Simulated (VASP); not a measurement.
A VASP 6.6.1 single-point calculation on CaF2

INCAR

```
IBRION = -1
PREC = Accurate
EDIFF = 1E-7
NBANDS = 19
LWAVE = .FALSE.
NSW = 0
ENCUT = 520
LASPH = .TRUE.
NELM = 81
MAGMOM = 0.5 0.5 0.5
ISPIN = 2
ISIF = 2
ISMEAR = -1
LREAL = .FALSE.
GGA = PE
SIGMA = 0.02
LCHARG = .FALSE.
```

KPOINTS

```
KPOINTS created by Atomic Simulation Environment
0
Gamma
8 8 8
0 0 0
```

POSCAR

```
Ca F
 1.0000000000000000
     0.0000000000000000    2.7195929738512286    2.7195929738512286
     2.7195929738512286   -0.0000000000000000    2.7195929738512286
     2.7195929738512286    2.7195929738512286   -0.0000000000000000
 Ca  F
   1   2
Cartesian
 -0.0000000000000000 -0.0000000000000000  0.0000000000000000
  1.3597964869256143  1.3597964869256143  1.3597964869256143
  4.0793894607768433  4.0793894607768433  4.0793894607768433
```

The recommended PBE PAW datasets give the neutral cell 24 valence electrons.

Command

```
mpirun -np 1 vasp_std
```

OSZICAR

```
N       E                     dE             d eps       ncg     rms          rms(c)
DAV:   1     0.213442925332E+03    0.21344E+03   -0.13203E+04  2204   0.125E+03
DAV:   2    -0.708957976866E+01   -0.22053E+03   -0.21402E+03  2609   0.350E+02
DAV:   3    -0.180102460939E+02   -0.10921E+02   -0.10870E+02  2494   0.825E+01
DAV:   4    -0.183677169845E+02   -0.35747E+00   -0.35665E+00  3437   0.117E+01
DAV:   5    -0.183700193805E+02   -0.23024E-02   -0.23023E-02  2458   0.107E+00    0.977E+00
DAV:   6    -0.172709891440E+02    0.10990E+01   -0.55590E+00  2366   0.161E+01    0.347E+00
DAV:   7    -0.172921055406E+02   -0.21116E-01   -0.15610E-01  2438   0.362E+00    0.186E+00
DAV:   8    -0.173025327360E+02   -0.10427E-01   -0.32800E-02  2317   0.175E+00    0.825E-01
DAV:   9    -0.173158952896E+02   -0.13363E-01   -0.10048E-02  2484   0.846E-01    0.161E-01
DAV:  10    -0.173171533692E+02   -0.12581E-02   -0.10028E-03  2616   0.229E-01    0.104E-01
DAV:  11    -0.173181278394E+02   -0.97447E-03   -0.72881E-04  2252   0.163E-01    0.353E-02
DAV:  12    -0.173181560328E+02   -0.28193E-04   -0.75829E-05  2575   0.753E-02    0.100E-02
DAV:  13    -0.173181604923E+02   -0.44595E-05   -0.64973E-06  2429   0.239E-02    0.481E-03
DAV:  14    -0.173181619670E+02   -0.14747E-05   -0.34134E-06  2486   0.131E-02    0.176E-03
DAV:  15    -0.173181621506E+02   -0.18354E-06   -0.24587E-07  2279   0.437E-03    0.902E-04
DAV:  16    -0.173181621240E+02    0.26563E-07   -0.20679E-07  2224   0.345E-03
   1 F= -.17318162E+02 E0= -.17318162E+02  d E =-.634156E-12  mag=     0.0000
```

It converged. Results: pressure 3.6 GPa; magnetic moment of the cell 0.00 μB.

For comparison, a separate PBE run of the intended cell, on usual settings and not on those above, gives a gap of 7.35 eV on its mesh and a pressure of 3.6 GPa.

The run above took about 67 s on one core of a shared host (Intel Xeon Platinum 8488C) and held 0.2 GiB at most.
